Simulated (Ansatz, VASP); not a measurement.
## Two plane-wave programs on BaH2

INCAR

```
SYSTEM = BaH2
PREC = Accurate ; ENCUT = 520
EDIFF = 1E-7 ; ISMEAR = -1
SIGMA = 0.05 ; LREAL = .FALSE.
LASPH = .TRUE. ; NELM = 100
ALGO = Normal ; ISIF = 2
LWAVE = .FALSE. ; LCHARG = .FALSE.
GGA = PS ; NBANDS = 21
KPAR = 2
```

Contents of KPOINTS:

```
Automatic mesh
0
G
  7 7 5
  0 0 0
```

The input POSCAR:

```
BaH2
1.0
    4.3709377580      0.0000000000      0.0000000000
   -2.1854688790      3.7853431368      0.0000000000
    0.0000000000      0.0000000000      5.9316805054
Ba H
2 4
Direct
    0.3333333333      0.6666666667      0.2500000000
    0.6666666667      0.3333333333      0.7500000000
    0.0000000000      0.0000000000      0.0000000000
    0.0000000000      0.0000000000      0.5000000000
    0.6666666667      0.3333333333      0.2500000000
    0.3333333333      0.6666666667      0.7500000000
```

input.yaml

```yaml
crystal:
  lattice:
    - [4.370937758, 0.0, 0.0]
    - [-2.185468879, 3.7853431368, 0.0]
    - [0.0, 0.0, 5.9316805054]
  atoms:
    - { symbol: Ba, position: [0.3333333333, 0.6666666667, 0.25] }
    - { symbol: Ba, position: [0.6666666667, 0.3333333333, 0.75] }
    - { symbol: H, position: [0.0, 0.0, 0.0] }
    - { symbol: H, position: [0.0, 0.0, 0.5] }
    - { symbol: H, position: [0.6666666667, 0.3333333333, 0.25] }
    - { symbol: H, position: [0.3333333333, 0.6666666667, 0.75] }
hamiltonian:
  xc: pbesol
  pseudopotentials: { kind: paw }
kpoints:
  mp_grid: { grid: [7, 7, 5] }
scf:
  occupations: { method: fermi_dirac, width: 0.05 }
output:
  forces: true
  stress: true
  eigenvalues: true
```

Change from the starting cell: volume scaled by 0.94.

Alike in both runs: task single point; functional PBEsol; k mesh 7 × 7 × 5; occupations fermi-dirac, width 0.05 eV; no spin polarisation.

```csv
,VASP,Ansatz
version,VASP 6.6.1,Ansatz 0.2.0
potentials or method,"VASP PAW PBE potentials, release 64 (Ba_sv, H)",Ansatz PAW
plane-wave cutoff (eV),520,420
valence electrons in the cell,24,24
```

|  | VASP | Ansatz | Ansatz less VASP |
| --- | --- | --- | --- |
| gap on the k mesh at the Fermi level (eV) | 1.68 | 1.82 | +0.145 |
| least direct gap on the mesh (eV) | 2.50 | 2.66 | +0.164 |
| pressure (GPa) | 0.4 | -0.3 | -0.73 |
| largest component of the traceless stress (GPa) | 0.81 | 0.74 | -0.068 |

The functional is the same, so the differences come from potentials, cutoffs and numerics.

Caveats: spin-orbit coupling is left out, which moves the levels of the heavy elements; the PAW data sets were made with another functional, which shifts forces and pressure a little (VASP); an odd mesh through Γ misses points on the zone boundary, where band edges often lie (VASP); odd divisions of the mesh miss points on the zone boundary, where band edges often lie, so the gap on the mesh can be too wide (Ansatz); the PAW data sets come from PBE, with cores solved anew for the run's functional, which leaves a small shift of forces and pressure (Ansatz).
